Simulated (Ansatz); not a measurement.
# HfB2 (P6/mmm) in Ansatz: further runs

Runs on HfB2. Level: PBE. Tasks: band structure, single point, equation of state.

Everything below comes from runs of Ansatz 0.2.0. Logs are shortened: lines on timing, memory, paths and dates and some standing lists are left out, and cuts for length are marked.

### 1 The structure

The structure is hexagonal, space group P6/mmm (No. 191). The conventional cell has a = 3.140 Å, b = 3.140 Å, c = 3.480 Å, α = 90.00°, β = 90.00°, γ = 120.00°. Hf (site symmetry 6/mmm) has 12 B at 2.51 Å as nearest neighbours. B (site symmetry -6m2) is surrounded by 3 B at 1.81 Å.

### 2 Band structure, PBE

The input, input.yaml:

```yaml
crystal:
  lattice:
    - [3.14, 0.0, 0.0]
    - [-1.57, 2.7193197679, 0.0]
    - [0.0, 0.0, 3.48]
  atoms:
    - { symbol: Hf, position: [0.0, 0.0, 0.0] }
    - { symbol: B, position: [0.6666666667, 0.3333333333, 0.5] }
    - { symbol: B, position: [0.3333333333, 0.6666666667, 0.5] }
hamiltonian:
  xc: pbe
  pseudopotentials: { kind: paw }
kpoints:
  mp_grid: { grid: [10, 10, 8] }
  band_path:
    path:
      - [[0.0, 0.0, 0.0], [0.5, 0.0, 0.0], [0.3333333333, 0.3333333333, 0.0], [0.0, 0.0, 0.0], [0.0, 0.0, 0.5], [0.5, 0.0, 0.5], [0.3333333333, 0.3333333333, 0.5], [0.0, 0.0, 0.5]]
      - [[0.5, 0.0, 0.5], [0.5, 0.0, 0.0]]
      - [[0.3333333333, 0.3333333333, 0.0], [0.3333333333, 0.3333333333, 0.5]]
    npoints: 14
scf:
  occupations: { method: fermi_dirac, width: 0.05 }
  n_extra_bands: 7
output:
  forces: true
  stress: true
  eigenvalues: true
  fatbands: false
```

Potentials or basis: Ansatz PAW.

On the command line:

```console
$ ansatz run input.yaml --threads 2 --pin off --max-ram 5632MiB --backend cpu --events-out ev --progress --plain --runs-dir out
```

The log of the run:

```text
Warning: RAYON_NUM_THREADS=2 ignored (pool sized by the plan → 2); use --threads N
scf.n_extra_bands = 7 over 16 filled bands (N_el = 32.0): the run solves 23 bands
Engine: ansatz 0.2.0, aarch64-unknown-linux-gnu
Pseudopotentials: kind: paw
Pseudopotential: Hf, paw, valence charge 26, recommended cutoff 420 eV (normal), Hf.paw.azcp
Pseudopotential: B, paw, valence charge 3, recommended cutoff 420 eV (normal), B.paw.azcp
Functional definition: PBE
  parameter kappa = 0.804
  parameter beta = 0.06672455060314922
  exchange = pbe_x(kappa = kappa, mu = beta*pi^2/3)
  correlation = pbe_c(beta = beta)
Crystal: 3 atoms, lattice volume = 29.715 Å³
Basis set: ecut = 420 eV, 563 PW (Γ), exchange–correlation on 48×48×48 points (8 copies of the dense FFT grid, shifted against one another)
Bands: 23, of which v1, the nominal top of the filled ones, is band 16 counted from 1 (15 counted from 0)
Symmetry: 24 space group operations
Space group: P6/mmm (ITA 191), of the structure as read, at distance tolerance 3.1e-5 Å
k-points: 70 of 800
Non-local potential: Hf, projectors of the file, l = 0: 3, l = 1: 2, l = 2: 2, l = 3: 3
Non-local potential: B, projectors of the file, l = 0: 2, l = 1: 2, l = 2: 1
PAW form: soft (Blöchl's): semilocal exchange-correlation on the pseudo side does not see the compensation charge
PAW one-centre angular grid: Hf, 590 points (default); XC on 64 Gauss nodes
PAW one-centre angular grid: B, 110 points (default); XC on 64 Gauss nodes
Initial density: superposition of atomic densities (neutral atoms: chi_scale 0, normalization atom), corrected by the library's trained network
Initial wavefunctions: pseudopotential atomic-orbital guess
Functional: x = pbe(κ = 0.804, μ = 0.2195149727645171), c = pbe(β = 0.06672455060314922)
SCF iter   1: F=—  HF=-16036.213187 eV  |F-HF|=—  |Δ(HF+E_count)|=         —  Δρ=1.63e-3  dr2=9.31e-4  ethr=1.77e-3  ⟨swp⟩=4.8  Hψ=6396  notcnv=0  defer=15
preconditioner: auto → none  [insulator: Δε(μ)=0.297 eV  Ē_g=19.359 eV  σ=0.050 eV  W_gap=0.77  n_scr=8 (ndim 8)  ℏωp=37.3 eV  f_vac=0.000  D(μ)=0.31/eV (n_scr^D=0)  ε∞_Penn≈4.7]
SCF iter   2: F=—  HF=-16036.212783 eV  |F-HF|=—  |Δ(HF+E_count)|=   4.04e-4  Δρ=6.77e-4  dr2=1.43e-4  ethr=2.91e-6  ⟨swp⟩=2.6  Hψ=3260  notcnv=0  defer=46
SCF iter   3: F=—  HF=-16036.212742 eV  |F-HF|=—  |Δ(HF+E_count)|=   4.09e-5  Δρ=2.18e-4  dr2=7.01e-6  ethr=4.46e-7  ⟨swp⟩=2.0  Hψ=2341  notcnv=0  defer=46
SCF iter   4: F=—  HF=-16036.212753 eV  |F-HF|=—  |Δ(HF+E_count)|=   1.06e-5  Δρ=6.98e-5  dr2=7.06e-7  ethr=2.19e-8  ⟨swp⟩=2.1  Hψ=2649  notcnv=0  defer=46
iter 5 did not close the SCF: its close was put off for the readings that it lacked (scf_convergence_deferred on its scf_iter line)
SCF iter   5: F=-16036.212753 eV  HF=-16036.212753 eV  |F-HF|=1.39e-8  |Δ(HF+E_count)|=   7.30e-8  Δρ=1.68e-5  dr2=3.27e-8  ethr=2.21e-9  ⟨swp⟩=2.8  Hψ=2525  notcnv=0  defer=46
SCF iter   6: F=-16036.212753 eV  HF=-16036.212753 eV  |F-HF|=2.91e-11  |Δ(HF+E_count)|=   1.75e-8  Δρ=1.13e-6  dr2=1.91e-10  ethr=1.02e-10  ⟨swp⟩=5.7  Hψ=6317  notcnv=0
SCF 1 converged in 6 iterations: F = -16036.212753 eV  dr2 = 1.91e-10
NSCF: frozen V_eff on 129 k-points
SCF converged after 6 iterations
Free energy (F): -16036.212753 eV
Harris-Foulkes:  -16036.212753 eV  (|F-HF|=2.91e-11)
Internal energy: -16036.210150 eV  (E = F + TS)
E sigma→0 (E₀):  -16036.211451 eV
Entropy (-TS):   -0.002603 eV (-0.868 meV/atom)
Fermi energy:    20.415383 eV
--- Per-component energies (eV) ---
  E_band       = 128.534500
  E_kinetic    = 525.979092
  E_local      = -5276.158737  (includes V_loc(G=0)·N_el)
  E_nonlocal   = -1221.812875
  E_hartree    = 2515.267296
  E_xc         = -367.037875
  E_vxc        = -346.333755  (∫ρ·V_xc dr)
  E_paw        = -7085.444475  (= ΣΔE_a)
  E_vpaw       = 1416.325309  (= ΣTr[D̂ρ^β])
  E_aug_tail   = -0.000008  (compensation charges beyond the density's cutoff)
  E_ewald      = -5127.002568
  E_smearing   = -0.002603  (= −TS)
  E_closure    = 0.000000  (closes the sum)
  Σ components = -16036.212753   (vs F -16036.212753, Δ=0.00e0)
--- Forces (eV/Å), atoms counted from 1 ---
  atom   1  Hf    -0.00000000     0.00000000     0.00000000
  atom   2  B     -0.00000000     0.00000000     0.00000000
  atom   3  B     -0.00000000    -0.00000000     0.00000000
  max |Σ_I F_I| component: 5.55e-17 eV/Å
--- Stress (GPa, compression-positive) ---
        1.221666       0.000000       0.000000
        0.000000       1.221666       0.000000
        0.000000       0.000000       1.708044
  P = ⅓ Tr σ = 1.3838 GPa (13.838 kbar)
--- Band table (eV; the first three rows and the last of 70) ---
  k-point 0: bands = ["-41.2790", "-10.1434", "-9.6661", "-9.6661", "6.7624", "8.7486", "8.7641", "8.7803", "8.7803", "8.7819", "8.7819", "8.8739", "17.4966", "17.5985", "17.5985", "17.7689", "24.5128", "24.5128", "25.1398", "25.1398", "25.5264", "25.5264", "25.5438"]
  k-point 1: bands = ["-41.2780", "-10.1847", "-9.6631", "-9.6631", "7.0069", "8.7463", "8.7640", "8.7788", "8.7788", "8.7834", "8.7834", "8.8739", "16.0172", "17.7588", "17.7588", "19.1665", "23.1801", "23.1801", "24.6261", "24.6261", "25.5556", "27.2401", "27.2401"]
  k-point 2: bands = ["-41.2755", "-10.2829", "-9.6559", "-9.6559", "7.6809", "8.7441", "8.7639", "8.7712", "8.7712", "8.7910", "8.7910", "8.8740", "14.3780", "18.2213", "18.2213", "20.6611", "21.8916", "21.8916", "23.4416", "23.4416", "25.5859", "28.0159", "29.6143"]
  k-point 69: bands = ["-41.2182", "-10.2243", "-10.2203", "-10.0801", "8.7518", "8.7632", "8.7730", "8.7784", "8.7805", "8.7952", "8.8466", "10.9389", "11.9367", "15.0497", "17.2097", "17.3092", "24.9884", "26.0469", "26.9754", "27.4815", "27.6899", "28.3079", "29.5785"]
```

It took 3.9 s on 2 threads of Arm Neoverse N1, shared host; peak memory 0.33 GiB.

Results:

* Free energy: -16036.2128 eV
* Pressure: 1.4 GPa
* Band gap on the k mesh: none (metal or under the smearing width)

Stress tensor (GPa, compression positive):
```
1.22 0.00 0.00
0.00 1.22 0.00
0.00 0.00 1.71
```

Levels at the corners of the path, in eV from the Fermi level:
```tsv
point	band 13	band 14	band 15	band 16	band 17	band 18	band 19	band 20
Γ	-2.92	-2.82	-2.82	-2.65	4.10	4.10	4.72	4.72
M	-8.89	-4.04	-3.30	-2.78	2.25	2.80	5.65	5.78
K	-8.16	-7.64	-2.49	-2.49	1.83	1.83	3.54	9.47
Γ	-2.92	-2.82	-2.82	-2.65	4.10	4.10	4.72	4.72
A	-8.27	-1.06	-1.06	0.40	0.40	1.07	1.07	2.31
L	-7.37	-4.88	-4.62	-2.59	4.13	4.24	6.31	7.26
H	-9.01	-5.40	-3.08	-3.08	4.55	5.51	7.00	7.00
A	-8.27	-1.06	-1.06	0.40	0.40	1.07	1.07	2.31
L	-7.37	-4.88	-4.62	-2.59	4.13	4.24	6.31	7.26
M	-8.89	-4.04	-3.30	-2.78	2.25	2.80	5.65	5.78
K	-8.16	-7.64	-2.49	-2.49	1.83	1.83	3.54	9.47
H	-9.01	-5.40	-3.08	-3.08	4.55	5.51	7.00	7.00
```

Caveat: spin-orbit coupling is left out, which moves the levels of the heavy elements.

### 3 Single point, PBE, 9.31 Å³/atom (volume scaled by 0.94)

The input, input.yaml:

```yaml
crystal:
  lattice:
    - [3.0759003814, 0.0, 0.0]
    - [-1.5379501907, 2.6638078698, 0.0]
    - [0.0, 0.0, 3.4089596583]
  atoms:
    - { symbol: Hf, position: [0.0, 0.0, 0.0] }
    - { symbol: B, position: [0.6666666667, 0.3333333333, 0.5] }
    - { symbol: B, position: [0.3333333333, 0.6666666667, 0.5] }
hamiltonian:
  xc: pbe
  pseudopotentials: { kind: paw }
kpoints:
  mp_grid: { grid: [10, 10, 8] }
scf:
  occupations: { method: fermi_dirac, width: 0.05 }
output:
  forces: true
  stress: true
  eigenvalues: true
```

Potentials or basis: Ansatz PAW.

On the command line:

```console
$ ansatz run input.yaml --threads 2 --pin off --max-ram 5632MiB --backend cpu --events-out ev --progress --plain --runs-dir out
```

The log of the run:

```text
Warning: RAYON_NUM_THREADS=2 ignored (pool sized by the plan → 2); use --threads N
Engine: ansatz 0.2.0, aarch64-unknown-linux-gnu
Pseudopotentials: kind: paw
Pseudopotential: Hf, paw, valence charge 26, recommended cutoff 420 eV (normal), Hf.paw.azcp
Pseudopotential: B, paw, valence charge 3, recommended cutoff 420 eV (normal), B.paw.azcp
Functional definition: PBE
  parameter kappa = 0.804
  parameter beta = 0.06672455060314922
  exchange = pbe_x(kappa = kappa, mu = beta*pi^2/3)
  correlation = pbe_c(beta = beta)
Crystal: 3 atoms, lattice volume = 27.932 Å³
Basis set: ecut = 420 eV, 563 PW (Γ), exchange–correlation on 48×48×48 points (8 copies of the dense FFT grid, shifted against one another)
Bands: 20, of which v1, the nominal top of the filled ones, is band 16 counted from 1 (15 counted from 0)
Symmetry: 24 space group operations
Space group: P6/mmm (ITA 191), of the structure as read, at distance tolerance 3.0e-5 Å
k-points: 70 of 800
Non-local potential: Hf, projectors of the file, l = 0: 3, l = 1: 2, l = 2: 2, l = 3: 3
Non-local potential: B, projectors of the file, l = 0: 2, l = 1: 2, l = 2: 1
PAW form: soft (Blöchl's): semilocal exchange-correlation on the pseudo side does not see the compensation charge
PAW one-centre angular grid: Hf, 590 points (default); XC on 64 Gauss nodes
PAW one-centre angular grid: B, 110 points (default); XC on 64 Gauss nodes
Initial density: superposition of atomic densities (neutral atoms: chi_scale 0, normalization atom), corrected by the library's trained network
Initial wavefunctions: pseudopotential atomic-orbital guess
Functional: x = pbe(κ = 0.804, μ = 0.2195149727645171), c = pbe(β = 0.06672455060314922)
SCF iter   1: F=—  HF=-16036.103497 eV  |F-HF|=—  |Δ(HF+E_count)|=         —  Δρ=1.45e-3  dr2=3.63e-4  ethr=1.77e-3  ⟨swp⟩=4.5  Hψ=5560  notcnv=0
preconditioner: auto → none  [insulator: Δε(μ)=0.305 eV  Ē_g=17.664 eV  σ=0.050 eV  W_gap=0.75  n_scr=8 (ndim 8)  ℏωp=38.5 eV  f_vac=0.000  D(μ)=0.30/eV (n_scr^D=0)  ε∞_Penn≈5.7]
SCF iter   2: F=—  HF=-16036.103319 eV  |F-HF|=—  |Δ(HF+E_count)|=   1.78e-4  Δρ=7.64e-4  dr2=7.41e-5  ethr=1.13e-6  ⟨swp⟩=2.5  Hψ=3126  notcnv=0
SCF iter   3: F=—  HF=-16036.103289 eV  |F-HF|=—  |Δ(HF+E_count)|=   2.99e-5  Δρ=3.38e-4  dr2=1.36e-5  ethr=2.31e-7  ⟨swp⟩=2.0  Hψ=2518  notcnv=0
SCF iter   4: F=—  HF=-16036.103279 eV  |F-HF|=—  |Δ(HF+E_count)|=   1.01e-5  Δρ=1.42e-4  dr2=2.14e-6  ethr=4.24e-8  ⟨swp⟩=2.7  Hψ=2454  notcnv=0
SCF iter   5: F=—  HF=-16036.103278 eV  |F-HF|=—  |Δ(HF+E_count)|=   1.47e-6  Δρ=3.41e-5  dr2=1.72e-7  ethr=6.68e-9  ⟨swp⟩=2.0  Hψ=2448  notcnv=0
SCF iter   6: F=-16036.103278 eV  HF=-16036.103278 eV  |F-HF|=4.63e-9  |Δ(HF+E_count)|=   2.62e-8  Δρ=9.36e-6  dr2=7.20e-9  ethr=3.13e-10  ⟨swp⟩=4.1  Hψ=4993  notcnv=0
SCF 1 converged in 6 iterations: F = -16036.103278 eV  dr2 = 7.20e-9
SCF converged after 6 iterations
Free energy (F): -16036.103278 eV
Harris-Foulkes:  -16036.103278 eV  (|F-HF|=4.63e-9)
Internal energy: -16036.100758 eV  (E = F + TS)
E sigma→0 (E₀):  -16036.102018 eV
Entropy (-TS):   -0.002520 eV (-0.840 meV/atom)
Fermi energy:    21.710464 eV
--- Per-component energies (eV) ---
  E_band       = 173.731058
  E_kinetic    = 532.542869
  E_local      = -5113.461744  (includes V_loc(G=0)·N_el)
  E_nonlocal   = -1220.910962
  E_hartree    = 2455.469071
  E_xc         = -369.212775
  E_vxc        = -349.177321  (∫ρ·V_xc dr)
  E_paw        = -7086.681484  (= ΣΔE_a)
  E_vpaw       = 1413.793970  (= ΣTr[D̂ρ^β])
  E_aug_tail   = -0.000006  (compensation charges beyond the density's cutoff)
  E_ewald      = -5233.845726
  E_smearing   = -0.002520  (= −TS)
  E_closure    = -0.000000  (closes the sum)
  Σ components = -16036.103278   (vs F -16036.103278, Δ=0.00e0)
--- Forces (eV/Å), atoms counted from 1 ---
  atom   1  Hf    -0.00000000    -0.00000000     0.00000000
  atom   2  B     -0.00000000     0.00000000     0.00000000
  atom   3  B     -0.00000000    -0.00000000    -0.00000000
  max |Σ_I F_I| component: 1.48e-16 eV/Å
--- Stress (GPa, compression-positive) ---
       19.644300       0.000000      -0.000000
        0.000000      19.644300      -0.000000
       -0.000000      -0.000000      18.186270
  P = ⅓ Tr σ = 19.1583 GPa (191.583 kbar)
--- Band table (eV; the first three rows and the last of 70) ---
  k-point 0: bands = ["-39.7572", "-8.6737", "-8.1118", "-8.1118", "7.7239", "10.2844", "10.2957", "10.3234", "10.3234", "10.3235", "10.3235", "10.4297", "18.6450", "18.7756", "18.7756", "19.1183", "26.1303", "26.1303", "26.7837", "26.7837"]
  k-point 1: bands = ["-39.7558", "-8.7273", "-8.1079", "-8.1079", "7.9945", "10.2814", "10.2956", "10.3192", "10.3192", "10.3274", "10.3274", "10.4297", "17.2425", "18.9462", "18.9462", "20.4472", "24.6723", "24.6723", "26.2249", "26.2249"]
  k-point 2: bands = ["-39.7523", "-8.8541", "-8.0986", "-8.0986", "8.7391", "10.2772", "10.2953", "10.3092", "10.3092", "10.3369", "10.3369", "10.4298", "15.5799", "19.4394", "19.4394", "21.9893", "23.2916", "23.2916", "24.9478", "24.9478"]
  k-point 69: bands = ["-39.6760", "-8.7944", "-8.7779", "-8.6215", "10.2764", "10.2895", "10.3153", "10.3206", "10.3246", "10.3348", "10.3972", "11.9899", "13.0056", "16.2659", "18.5268", "18.5596", "26.7192", "27.8547", "28.8854", "29.3326"]
```

Run time: 2 s. Hardware: 2 threads of Arm Neoverse N1, shared host; peak memory 0.33 GiB.

Results:

- Free energy: -16036.1033 eV
- Pressure: 19.2 GPa
- Band gap on the k mesh: none (metal or under the smearing width)

### 4 Single point, PBE, 9.51 Å³/atom (volume scaled by 0.96)

input.yaml: that of step 3 with these lines changed.

```diff
@@ -2,5 +2,5 @@
   lattice:
-    - [3.0759003814, 0.0, 0.0]
-    - [-1.5379501907, 2.6638078698, 0.0]
-    - [0.0, 0.0, 3.4089596583]
+    - [3.0975623654, 0.0, 0.0]
+    - [-1.5487811827, 2.6825676982, 0.0]
+    - [0.0, 0.0, 3.4329672075]
   atoms:
```

On the command line:

```console
$ ansatz run input.yaml --threads 2 --pin off --max-ram 5632MiB --backend cpu --events-out ev --progress --plain --runs-dir out
```

Run time: 2 s. Hardware: 2 threads of Arm Neoverse N1, shared host; peak memory 0.32 GiB.

The run converged. Its results:

- Free energy: -16036.1621 eV
- Pressure: 12.6 GPa
- Band gap on the k mesh: none (metal or under the smearing width)

### 5 Single point, PBE, 9.71 Å³/atom (volume scaled by 0.98)

input.yaml: that of step 4 with these lines changed.

```diff
@@ -2,5 +2,5 @@
   lattice:
-    - [3.0975623654, 0.0, 0.0]
-    - [-1.5487811827, 2.6825676982, 0.0]
-    - [0.0, 0.0, 3.4329672075]
+    - [3.1189255395, 0.0, 0.0]
+    - [-1.5594627698, 2.7010687497, 0.0]
+    - [0.0, 0.0, 3.4566435916]
   atoms:
```

On the command line:

```console
$ ansatz run input.yaml --threads 2 --pin off --max-ram 5632MiB --backend cpu --events-out ev --progress --plain --runs-dir out
```

Run time: 1.9 s. Hardware: 2 threads of Arm Neoverse N1, shared host; peak memory 0.32 GiB.

Results (log left out):

```yaml
Free_energy: -16036.1978 eV
Pressure: 6.7 GPa
Band_gap_on_the_k_mesh: none (metal or under the smearing width)
```

### 6 Single point, PBE, 9.90 Å³/atom

input.yaml: that of step 5 with these lines changed.

```diff
@@ -2,5 +2,5 @@
   lattice:
-    - [3.1189255395, 0.0, 0.0]
-    - [-1.5594627698, 2.7010687497, 0.0]
-    - [0.0, 0.0, 3.4566435916]
+    - [3.14, 0.0, 0.0]
+    - [-1.57, 2.7193197679, 0.0]
+    - [0.0, 0.0, 3.48]
   atoms:
@@ -20 +20,5 @@
   eigenvalues: true
+  write_density: true
+  write_potential: true
+  elf: true
+  volumetric_format: npy
```

Potentials or basis: Ansatz PAW.

On the command line:

```console
$ ansatz run input.yaml --threads 2 --pin off --max-ram 5632MiB --backend cpu --events-out ev --progress --plain --runs-dir out
```

Wall time 2.6 s (2 threads of Arm Neoverse N1, shared host); peak memory 0.33 GiB.

The run converged. Its results:

| Quantity | Value |
| --- | --- |
| Free energy | -16036.2128 eV |
| Pressure | 1.4 GPa |
| Band gap on the k mesh | none (metal or under the smearing width) |

### 7 Single point, PBE, 10.10 Å³/atom (volume scaled by 1.02)

input.yaml: that of step 6 with these lines changed.

```diff
@@ -2,5 +2,5 @@
   lattice:
-    - [3.14, 0.0, 0.0]
-    - [-1.57, 2.7193197679, 0.0]
-    - [0.0, 0.0, 3.48]
+    - [3.160795308, 0.0, 0.0]
+    - [-1.580397654, 2.7373290329, 0.0]
+    - [0.0, 0.0, 3.5030470293]
   atoms:
@@ -20,5 +20 @@
   eigenvalues: true
-  write_density: true
-  write_potential: true
-  elf: true
-  volumetric_format: npy
```

On the command line:

```console
$ ansatz run input.yaml --threads 2 --pin off --max-ram 5632MiB --backend cpu --events-out ev --progress --plain --runs-dir out
```

Wall time 2 s (2 threads of Arm Neoverse N1, shared host); peak memory 0.33 GiB.

It converged, with:

| Quantity | Value |
| --- | --- |
| Free energy | -16036.2087 eV |
| Pressure | -3.5 GPa |
| Band gap on the k mesh | none (metal or under the smearing width) |

### 8 Single point, PBE, 10.30 Å³/atom (volume scaled by 1.04)

input.yaml: that of step 7 with these lines changed.

```diff
@@ -2,5 +2,5 @@
   lattice:
-    - [3.160795308, 0.0, 0.0]
-    - [-1.580397654, 2.7373290329, 0.0]
-    - [0.0, 0.0, 3.5030470293]
+    - [3.181320528, 0.0, 0.0]
+    - [-1.590660264, 2.7551043948, 0.0]
+    - [0.0, 0.0, 3.5257947253]
   atoms:
```

On the command line:

```console
$ ansatz run input.yaml --threads 2 --pin off --max-ram 5632MiB --backend cpu --events-out ev --progress --plain --runs-dir out
```

It took 2 s on 2 threads of Arm Neoverse N1, shared host; peak memory 0.33 GiB.

It converged, with:

- Free energy: -16036.1875 eV
- Pressure: -7.9 GPa
- Band gap on the k mesh: none (metal or under the smearing width)

### 9 Single point, PBE, 10.50 Å³/atom (volume scaled by 1.06)

input.yaml: that of step 8 with these lines changed.

```diff
@@ -2,5 +2,5 @@
   lattice:
-    - [3.181320528, 0.0, 0.0]
-    - [-1.590660264, 2.7551043948, 0.0]
-    - [0.0, 0.0, 3.5257947253]
+    - [3.2015842624, 0.0, 0.0]
+    - [-1.6007921312, 2.7726533036, 0.0]
+    - [0.0, 0.0, 3.548252622]
   atoms:
```

Potentials or basis: Ansatz PAW.

On the command line:

```console
$ ansatz run input.yaml --threads 2 --pin off --max-ram 5632MiB --backend cpu --events-out ev --progress --plain --runs-dir out
```

It took 2 s on 2 threads of Arm Neoverse N1, shared host; peak memory 0.33 GiB.

The run converged. Its results:

```
Free energy            : -16036.1506 eV
Pressure               : -11.9 GPa
Band gap on the k mesh : none (metal or under the smearing width)
```

### 10 Equation of state, PBE

This step only gathers the single runs of the series.

What came out:

* Equilibrium volume: 9.96 Å³/atom
* Bulk modulus at fixed shape and positions: 250 GPa
* Pressure derivative of the bulk modulus: 3.8

Energy against volume, from the lowest point:
```
volume (Å³/atom)  energy (meV/atom)
           9.311              36.49
           9.509              16.90
           9.707               4.97
           9.905               0.00
          10.103               1.34
          10.301               8.42
          10.499              20.70
```

Caveat: the cell was scaled at fixed shape and fractional positions, which overstates the stiffness of a crystal with free parameters, most of all of layers and chains. The run has no spin-orbit coupling, so splittings on Hf are missing.
